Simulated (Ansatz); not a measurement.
KCl (Sylvite):

```xyz
2
Lattice="0.0000 3.1465 3.1465 3.1465 0.0000 3.1465 3.1465 3.1465 0.0000" Properties=species:S:1:pos:R:3 pbc="T T T"
K     0.0000    0.0000    0.0000
Cl    3.1465    3.1465    3.1465
```

Base run:

* Program: Ansatz 0.2.0
* Functional: PBE0
* Potentials or basis: Ansatz PAW
* Cutoff: 420 eV
* Density cutoff: 1680 eV
* k mesh: 6 × 6 × 6
* Occupations: fixed
* Spin: no spin polarisation

Its results: band gap on the k mesh 7.24 eV, direct.

**Question.** The run is repeated on the same cell with these changes: functional from PBE0 to HSE06; level from pbe0 to hse06. What comes out?

**Answer.** Band gap on the k mesh 6.50 eV, direct.

Not every run made on this cell is shown here.
